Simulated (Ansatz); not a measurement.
**Quasiparticle gap of PbI2 (P-3m1)**

Wanted: the gap of PbI2 (P-3m1) with a many-body correction, and the time that it takes.

Calculated with Ansatz 0.2.0; PBE, then G0W0 on it, plane waves, PAW.

Most raw output is cut from this account.

In doubt: masses and optical values from hybrid runs of this build are listed as unsure (in some of the runs), which bears on the screening that GW takes from such a start.

## 1. Set-up

It takes space group P-3m1 (No. 164, trigonal). Conventional cell: a = 4.555 Å, b = 4.555 Å, c = 6.977 Å, α = 90.00°, β = 90.00°, γ = 120.00°. Nearest to Pb lie 6 I at 3.21 Å. Nearest to I lie 3 Pb at 3.21 Å. Farther neighbours and most contacts between anions are not listed.

The cell and positions come from the Crystallography Open Database and are kept as given unless a step says otherwise. Spin-orbit coupling is left out unless a step names it. The default PAW set here is soft_2. Its files were made with PBE.

## 2. The PBE band structure

Levels along a band path and on the mesh show where this functional puts the band edges.

This step: DFT, PBE, plane waves, PAW.

input.yaml

```yaml
crystal:
  lattice:
    - [4.555, 0.0, 0.0]
    - [-2.2775, 3.9447457142, 0.0]
    - [0.0, 0.0, 6.977]
  atoms:
    - { symbol: Pb, position: [0.0, 0.0, 0.0] }
    - { symbol: I, position: [0.3333333333, 0.6666666667, 0.265] }
    - { symbol: I, position: [0.6666666667, 0.3333333333, 0.735] }
kpoints:
  mp_grid: { grid: [6, 6, 4] }
  band_path:
    path:
      - [[0.0, 0.0, 0.0], [0.5, 0.0, 0.0], [0.33333333, 0.33333333, 0.0], [0.0, 0.0, 0.0], [0.0, 0.0, 0.5], [0.5, 0.0, 0.5], [0.33333333, 0.33333333, 0.5], [0.0, 0.0, 0.5]]
      - [[0.5, 0.0, 0.5], [0.5, 0.0, 0.0]]
      - [[0.33333333, 0.33333333, 0.5], [0.33333333, 0.33333333, 0.0]]
    npoints: 10
hamiltonian:
  xc: pbe
scf:
  occupations: { method: fermi_dirac, width: 0.02 }
  n_extra_bands: 5
output:
  eigenvalues: true
  write_density: true
  write_potential: true
  elf: true
  volumetric_format: npy
```

Command:

```sh
> ansatz run input.yaml --threads 3 --pin off --max-ram 92160MiB --backend cuda --events-out ev --progress --plain --runs-dir out --devices 1 --max-vram 13GiB  # rebuilt from the run's record
```

Run time: 11 s. Hardware: 1 × NVIDIA H100 80GB HBM3 (shared by 6 runs) with 3 threads of AMD EPYC 7R13 (Zen 3), shared host; peak memory 0.97 GiB; 12 s of CPU time.

This step gave:

```yaml
filled_bands: 24
gap: 2.216 eV
valence_top_at: A
conduction_bottom_at: A
least_direct_gap: 2.216 eV
```

Over mesh and path the gap is 2.216 eV, direct, at k = (0.000, 0.000, 0.500).

Electronic bands along the path, in eV, zero at the top of the highest nominally filled band:

| point | band 21 | band 22 | band 23 | band 24 | band 25 | band 26 | band 27 | band 28 |
| --- | --- | --- | --- | --- | --- | --- | --- | --- |
| Γ | -1.03 | -0.94 | -0.94 | -0.72 | 2.46 | 3.35 | 3.35 | 6.41 |
| halfway | -1.72 | -0.77 | -0.73 | -0.23 | 2.83 | 3.63 | 3.74 | 5.84 |
| M | -2.10 | -1.58 | -0.79 | -0.38 | 2.87 | 3.70 | 4.75 | 5.07 |
| halfway | -2.31 | -1.51 | -1.31 | -0.51 | 3.60 | 3.96 | 4.69 | 5.55 |
| K | -2.33 | -1.63 | -1.63 | -0.70 | 4.31 | 4.31 | 4.59 | 6.41 |
| halfway | -1.39 | -1.32 | -0.74 | -0.27 | 3.33 | 3.52 | 3.85 | 6.13 |
| Γ | -1.03 | -0.94 | -0.94 | -0.72 | 2.46 | 3.35 | 3.35 | 6.41 |
| halfway | -1.12 | -0.83 | -0.83 | -0.27 | 2.34 | 3.26 | 3.26 | 6.52 |
| A | -1.17 | -0.76 | -0.76 | 0.00 | 2.22 | 3.17 | 3.17 | 6.42 |
| halfway | -1.56 | -1.36 | -0.98 | -0.44 | 3.15 | 3.77 | 4.02 | 6.07 |
| L | -1.74 | -1.35 | -1.15 | -0.67 | 3.24 | 3.74 | 4.16 | 5.80 |
| halfway | -2.21 | -0.93 | -0.85 | -0.39 | 3.37 | 3.68 | 3.97 | 6.35 |
| H | -2.68 | -0.78 | -0.78 | -0.09 | 3.37 | 3.37 | 4.17 | 7.05 |
| halfway | -1.78 | -1.19 | -1.08 | -0.22 | 3.17 | 3.88 | 4.05 | 6.16 |
| A | -1.17 | -0.76 | -0.76 | 0.00 | 2.22 | 3.17 | 3.17 | 6.42 |
| jump to L | -1.74 | -1.35 | -1.15 | -0.67 | 3.24 | 3.74 | 4.16 | 5.80 |
| halfway | -2.01 | -1.14 | -0.95 | -0.74 | 3.10 | 3.92 | 4.17 | 5.42 |
| M | -2.10 | -1.58 | -0.79 | -0.38 | 2.87 | 3.70 | 4.75 | 5.07 |
| jump to H | -2.68 | -0.78 | -0.78 | -0.09 | 3.37 | 3.37 | 4.17 | 7.05 |
| halfway | -2.53 | -1.17 | -1.17 | -0.38 | 3.83 | 3.83 | 4.38 | 6.64 |
| K | -2.33 | -1.63 | -1.63 | -0.70 | 4.31 | 4.31 | 4.59 | 6.41 |

Valence density in the ac plane at fractional y = 0.000, with atoms of Pb within 0.2 Å of it. It is the smooth field of the valence electrons, not physical close to the nuclei.

Values in units of 1e0 e/Å³, 21 rows by 14 columns, each cell a mean:
```
7.3 4.8 1.9 0.5 0.2 0.1 0.1 0.1 0.1 0.1 0.2 0.9 2.9 5.9
3.3 2.3 1.0 0.3 0.1 0.1 0.1 0.1 0.1 0.1 0.2 0.5 1.4 2.8
1.0 0.7 0.4 0.2 0.1 0.1 0.1 0.1 0.1 0.1 0.1 0.2 0.5 0.8
0.2 0.2 0.1 0.1 0.1 0.2 0.2 0.2 0.2 0.1 0.1 0.1 0.2 0.2
0.1 0.1 0.1 0.1 0.1 0.2 0.2 0.2 0.2 0.1 0.1 0.1 0.1 0.1
0.0 0.0 0.0 0.1 0.1 0.2 0.2 0.3 0.2 0.1 0.1 0.1 0.0 0.0
0.0 0.0 0.0 0.1 0.1 0.1 0.2 0.2 0.2 0.1 0.1 0.0 0.0 0.0
0.0 0.0 0.0 0.0 0.1 0.1 0.1 0.1 0.1 0.1 0.1 0.0 0.0 0.0
0.0 0.0 0.0 0.0 0.0 0.1 0.1 0.1 0.1 0.0 0.0 0.0 0.0 0.0
0.0 0.0 0.0 0.0 0.0 0.0 0.0 0.0 0.0 0.0 0.0 0.0 0.0 0.0
0.0 0.0 0.0 0.0 0.0 0.0 0.0 0.0 0.0 0.0 0.0 0.0 0.0 0.0
0.0 0.0 0.0 0.0 0.0 0.0 0.1 0.1 0.1 0.0 0.0 0.0 0.0 0.0
0.0 0.0 0.0 0.0 0.1 0.1 0.1 0.1 0.1 0.1 0.0 0.0 0.0 0.0
0.0 0.0 0.0 0.0 0.1 0.1 0.2 0.2 0.2 0.1 0.1 0.0 0.0 0.0
0.0 0.0 0.0 0.1 0.1 0.2 0.2 0.2 0.2 0.1 0.1 0.0 0.0 0.0
0.1 0.1 0.1 0.1 0.1 0.2 0.2 0.3 0.2 0.2 0.1 0.1 0.1 0.1
0.1 0.1 0.1 0.1 0.1 0.2 0.2 0.2 0.2 0.1 0.1 0.1 0.1 0.1
0.5 0.4 0.2 0.1 0.1 0.1 0.1 0.2 0.1 0.1 0.1 0.2 0.3 0.4
2.2 1.5 0.7 0.3 0.1 0.1 0.1 0.1 0.1 0.1 0.2 0.4 1.0 1.8
5.7 3.8 1.5 0.4 0.2 0.1 0.1 0.1 0.1 0.1 0.2 0.7 2.3 4.7
9.2 5.8 2.3 0.6 0.2 0.1 0.0 0.0 0.1 0.1 0.3 1.0 3.5 7.3
```
Columns run along a (4.6 Å), rows up along c (7.0 Å). Atoms in or near the plane, at fractional coordinates: Pb at (0.00, 0.00).

Electrostatic potential energy in the ac plane at fractional y = 0.000, with atoms of Pb within 0.2 Å of it. With pseudopotentials it is smooth inside the atoms' cores, unlike the true potential.

Ten even steps from '_' (-33 eV) to '@' (11 eV), each cell a mean:
```
::____++%%@@@@@@@@@@##--__..
____--##%%@@@@@@@@@@%%++..__
::==**%%@@@@@@@@@@@@%%%%**--
%%%%%%@@@@@@@@@@@@@@@@@@%%%%
@@@@@@@@@@@@%%%%@@@@@@@@@@@@
@@@@@@@@@@@@%%%%%%@@@@@@@@@@
@@@@@@@@@@@@@@@@@@@@@@@@@@@@
@@@@@@@@@@@@@@@@@@@@@@@@@@@@
@@@@@@@@@@@@@@@@@@@@@@@@@@@@
@@@@@@@@@@@@@@@@@@@@@@@@@@@@
@@@@@@@@@@@@@@@@@@@@@@@@@@@@
@@@@@@@@@@@@@@@@@@@@@@@@@@@@
@@@@@@@@@@@@@@@@@@@@@@@@@@@@
@@@@@@@@@@@@@@@@@@@@@@@@@@@@
@@@@@@@@@@@@%%%%@@@@@@@@@@@@
@@@@@@@@@@@@%%%%%%@@@@@@@@@@
%%%%@@@@@@@@@@@@@@@@@@@@%%%%
++**%%%%@@@@@@@@@@@@@@%%##**
__..==##%%@@@@@@@@@@%%**--__
..__..**%%@@@@@@@@@@%%==____
--..__++%%@@@@@@@@%%##::__::
```
Columns run along a (4.6 Å; values clipped at the 3rd and 97th percentile), rows up along c (7.0 Å). Atoms in or near the plane, at fractional coordinates: Pb at (0.00, 0.00).

## 3. One-shot GW

G0W0 replaces the xc potential by a self-energy built once from the orbitals of the start. Levels are corrected in the window of bands that the input names, at points of the mesh.

This step: G0W0 on PBE, plane waves, PAW.

input.yaml, the sections that differ from step 2:

```yaml
kpoints:
  mp_grid: { grid: [6, 6, 2] }
scf:
  occupations: { method: fixed }
gw:
  n_empty_bands: 805
  ecut_chi: 200.0
  qp_bands: [v2, c2]
  qp_kpoints: band_edges
  screening: { model: contour_deformation }
# crystal, hamiltonian: as in step 2
# output: removed
```

Run time: 95 s. Hardware: 1 × NVIDIA H100 80GB HBM3 (shared by 6 runs) with 3 threads; peak memory 3 GiB.

This step gave:

| Item | Value |
| --- | --- |
| bands summed | 829 |
| RPA ε∞ on this mesh (eigenvalues) | 4.655, 6.261, 6.261 |
| plane waves in the screening matrix | 797 |
| q-points in the mesh | 72 |
| G0W0 gap over the corrected points | 3.220 eV |
| k of the valence top | 0, 0, -0.5 |
| k of the conduction bottom | 0, 0, -0.5 |
| starting gap on the mesh | 2.215 eV |
| Z at the valence top | 0.7667 |
| Z at the conduction bottom | 0.7981 |
| least direct G0W0 gap over the corrected points | 3.220 eV |

Over 12 of 14 irreducible mesh points the G0W0 gap is 3.220 eV, direct, at k = (0.000, 0.000, -0.500). The PBE gap of this run on the mesh is 2.215 eV. The two states that bound the G0W0 gap lie that far apart at the start, so the correction of the gap is 3.220 − 2.215 = +1.005 eV. The start of this run differs from the step before in mesh (6×6×4 and 6×6×2).

Labels follow the order of the start: v1 is the top filled band, c1 the lowest empty one; levels that stay degenerate share a row, the window can cut a multiplet, doubted levels are not marked in this list, bands outside the window were not corrected, and the list may be a part of the corrected levels. The levels before and after the correction (eV, zero at the valence-band top of each column):

|  | conduction bottom | valence top |
| --- | --- | --- |
| Kohn-Sham | 2.22 | 0.00 |
| G0W0 | 3.22 | 0.00 |

|  | level | occupation | energy (eV) |
| --- | --- | --- | --- |
| Kohn-Sham | (0 0 -0.5) v2 | 2 | -0.762 |
| Kohn-Sham | (0 0 -0.5) v1 | 2 | 0.000 |
| Kohn-Sham | (0 0 -0.5) c1 | 0 | 2.215 |
| Kohn-Sham | (0 0 -0.5) c2 | 0 | 3.168 |
| G0W0 | (0 0 -0.5) v2 | 2 | -0.820 |
| G0W0 | (0 0 -0.5) v1 | 2 | 0.000 |
| G0W0 | (0 0 -0.5) c1 | 0 | 3.220 |
| G0W0 | (0 0 -0.5) c2 | 0 | 4.272 |

The parts of the quasiparticle energy for the two states that bound the G0W0 gap, in eV on the run's own scale (QP = start + Σx + Σc − Vxc, with Σc at the quasiparticle energy):

| edge | k | band | start | Σx | Σc | Vxc | Z | QP |
| --- | --- | --- | --- | --- | --- | --- | --- | --- |
| valence top | (0.000, 0.000, -0.500) | 24 | 5.163 | −17.254 | 0.958 | −15.345 | 0.767 | 4.212 |
| conduction bottom | (0.000, 0.000, -0.500) | 25 | 7.379 | −7.435 | −3.502 | −10.990 | 0.798 | 7.431 |

## 4. Spin-orbit coupling

This run has two-component orbitals with spin-orbit coupling.

This step: DFT, PBE with spin-orbit coupling, plane waves, PAW.

input.yaml, the sections that differ from step 3:

```yaml
kpoints:
  mp_grid: { grid: [6, 6, 4] }
  band_path:
    path:
      - [0.0, 0.0, 0.0]
      - [0.5, 0.0, 0.0]
      - [0.33333333, 0.33333333, 0.0]
      - [0.0, 0.0, 0.5]
      - [0.5, 0.0, 0.5]
      - [0.33333333, 0.33333333, 0.5]
    npoints: 1
scf:
  occupations: { method: fixed }
  n_extra_bands: 10
magnetization:
  noncollinear: true
  spin_orbit: true
output:
  eigenvalues: true
  write_density: true
  write_potential: true
  elf: true
  volumetric_format: npy
# crystal, hamiltonian: as in step 3
# gw: removed
```

The job ended after 6.4 s (1 × NVIDIA H100 80GB HBM3 (shared by 6 runs) with 3 threads; peak memory 1.1 GiB; 11 s of CPU time).

Numbers from this step:

```
gap                  : 1.432 eV
valence top at       : A
conduction bottom at : A
least direct gap     : 1.432 eV
```

Over mesh and listed points the gap is 1.432 eV, direct, at k = (0.000, 0.000, 0.500). PBE+SOC against PBE: 1.432 − 2.216 = −0.784 eV, with the same mesh, set of files (read in its fully relativistic form for the spin-orbit run) and cutoff, and both edges at the same k points. The spin-orbit run sees mesh and listed points alone, so its gap is an upper bound: the coupling can move an edge off these points, and the change over the zone, its sign included where it is small, is not known.

## 5. The runs together

Each gap is the least one over the points named; times are wall times on shared hosts, not benchmarks. A G0W0 time includes the run's own self-consistent start. Runs with listed points see these and the mesh alone, so an edge that moves elsewhere is missed. Rows marked * are further runs, not shown as steps, whose inputs differ from the G0W0 step on the same start in the columns given; solver thresholds can differ too. Symmetry makes (0.000, 0.000, 0.500) and (0.000, 0.000, -0.500) one point.

| level | mesh | files, cutoff | bands summed, screening | points | gap (eV) | valence top | conduction bottom | least direct gap (eV) | time |
| --- | --- | --- | --- | --- | --- | --- | --- | --- | --- |
| PBE | 6×6×4 | soft_2 PAW, 420 eV | - | mesh and path | 2.216 | (0.000, 0.000, 0.500) | (0.000, 0.000, 0.500) | 2.216 | 11 s |
| PBE+SOC | 6×6×4 | soft_2 PAW, 420 eV | - | mesh and listed points | 1.432 | (0.000, 0.000, 0.500) | (0.000, 0.000, 0.500) | 1.432 | 6.4 s |
| G0W0@PBE* | 6×6×2 | soft_2 PAW, 420 eV | 156, 60 eV | 12 of 14 irreducible mesh points | 2.994 | (0.000, 0.000, -0.500) | (0.000, 0.000, -0.500) | 2.994 | 14 s |
| G0W0@PBE* | 6×6×2 | soft_2 PAW, 420 eV | 398, 120 eV | 12 of 14 irreducible mesh points | 3.137 | (0.000, 0.000, -0.500) | (0.000, 0.000, -0.500) | 3.137 | 35 s |
| G0W0@PBE | 6×6×2 | soft_2 PAW, 420 eV | 829, 200 eV | 12 of 14 irreducible mesh points | 3.220 | (0.000, 0.000, -0.500) | (0.000, 0.000, -0.500) | 3.220 | 95 s |
| G0W0@PBE* | 6×6×2 | soft_2 PAW, 420 eV | 398, 120 eV, plasmon pole | 12 of 14 irreducible mesh points | 3.100 | (0.000, 0.000, -0.500) | (0.000, 0.000, -0.500) | 3.100 | 38 s |

## 6. Outcome

```yaml
pbe_gap_over_mesh_and_path: 2.216 eV, direct, at k = (0.000, 0.000, 0.500)
g0w0_pbe_gap_over_12_of_14_irreducible_mesh_points: 3.220 eV, direct, at k = (0.000, 0.000, -0.500)
pbe_soc_gap_over_mesh_and_listed_points: 1.432 eV
gw_settings: 6×6×2 mesh, 805 empty bands, screening to 200 eV
known_limits: finite bands, screening cutoff and k mesh; no spin-orbit coupling in G0W0
```

In words: Over 12 of 14 irreducible mesh points the G0W0 gap is 3.220 eV, direct, at k = (0.000, 0.000, -0.500). The PBE gap of this run on the mesh is 2.215 eV. The two states that bound the G0W0 gap lie that far apart at the start, so the correction of the gap is 3.220 − 2.215 = +1.005 eV. The valence state moves by 4.212 − 5.163 = −0.951 eV and the conduction state by 7.431 − 7.379 = +0.052 eV, on the run's own scale; with 156 bands the edge states move by −0.373 and +0.405 eV, so the split between the edges depends on the bands and cutoff. Both edges that PBE shows over mesh and path lie at k points where levels were corrected. Levels at other points were not corrected, so a lower G0W0 gap elsewhere in the zone is not ruled out. From 156 bands and 60 eV to 829 bands and 200 eV the gap moves by 3.220 − 2.994 = +0.226 eV (rung by rung 2.994, 3.137, 3.220 eV); bands and screening cutoff rise together, so their parts are not told apart. A line in one over the bands through the two highest rungs gives 3.220 + (3.220 − 3.137) × 398 / (829 − 398) = 3.297 eV, and through the pair below 3.137 + (3.137 − 2.994) × 156 / (398 − 156) = 3.229 eV. The two differ by 0.068 eV, not under the 0.030 eV asked, so the law does not hold well over these rungs and the limit is not known. With the plasmon pole model in place of the contour deformation model and all else as in the G0W0@PBE row with 398 bands, the gap differs by 3.100 − 3.137 = −0.037 eV. G0W0 on other starts in this series, not shown as steps and not all at these settings: 3.462 eV on HSE06 (6×6×2, soft_2 PAW, 398 bands, 120 eV). PBE+SOC against PBE: 1.432 − 2.216 = −0.784 eV, with the same mesh, set of files (read in its fully relativistic form for the spin-orbit run) and cutoff, and both edges at the same k points. The spin-orbit run sees mesh and listed points alone, so its gap is an upper bound: the coupling can move an edge off these points, and the change over the zone, its sign included where it is small, is not known. What spin-orbit coupling does to the G0W0 levels was not computed, so no sum with the G0W0 gap is formed. The G0W0 runs are scalar-relativistic. No pair of G0W0 runs that differ in the mesh alone is shown (6×6×2 is a supercell whose nearest images lie 14 Å apart), so the error from the mesh is not known here. G0W0@PBE runs of this series with other atomic data on the same mesh, not shown as steps, give 3.122 eV (hard PAW, 580 eV, 402 bands, screening to 120 eV; the table's row with the same empty bands and screening cutoff has 3.137 eV); where bands and cutoffs differ too, the part of the files is not isolated.

[Paths, hosts, dates, memory and timing lines, banners, echoed tables and standing remarks are left out of the program output.]

[Logs are printed without paths, hosts, clocks, repeated set-up lines and the standing remarks that a program may print on its own settings, such as how far it seeks lower states.]

[Runs of the session that timed out or met a known fault of the program may be left out.]

[Cells called generated may have been cut or substituted from an entry of the Crystallography Open Database or the Materials Project.]

[Hosts, paths, dates, database ids (printed as entryN), source tags and the programs' standing remarks are cut or masked in the printed files.]

[Where an RPA ε∞ is given, it is that of the G0W0 mesh and is not shown converged in it. Names of k-points follow the symmetry that the program found, which can be lower than the space group named. Band edges on a path are those of the sampled points; other points can move an edge, and change direct to indirect where valleys lie close.]

[Hybrid gaps are those of their k-mesh and are not shown converged in it.]
